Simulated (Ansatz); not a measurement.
The system is Mg.

```xyz
2
Lattice="3.2093 0.0000 0.0000 -1.6046 2.7793 0.0000 0.0000 0.0000 5.2103" Properties=species:S:1:pos:R:3 pbc="T T T"
Mg    1.6047    0.9264    3.9077
Mg    0.0000    1.8529    1.3026
```

Program: Ansatz 0.2.0. Alike in all runs: potentials or basis Ansatz PAW; no spin polarisation; cell as given. Hardware: 2 threads of Intel(R) Xeon(R) Processor @ 2.70GHz, on a shared host.

Order these runs on this cell by their wall time, lowest first.
A. task band structure; level r2SCAN; k mesh 10 × 10 × 5; cutoff (eV) 500; smearing fermi-dirac 0.05 eV; points for each segment of the path 14; mesh quality not flagged
B. task single point; level PBE; k mesh 10 × 10 × 5; cutoff (eV) 420; smearing gaussian 0.012 eV; mesh quality not flagged
C. task single point; level HF; k mesh 5 × 5 × 3; cutoff (eV) 420; smearing fermi-dirac 0.05 eV; mesh quality coarse
D. task band structure; level RPBE; k mesh 10 × 10 × 5; cutoff (eV) 420; smearing fermi-dirac 0.05 eV; points for each segment of the path 14; mesh quality not flagged

B (0.73 s), D (1.7 s), A (3.9 s), C (14 s).

Caveats: some runs use coarse meshes.
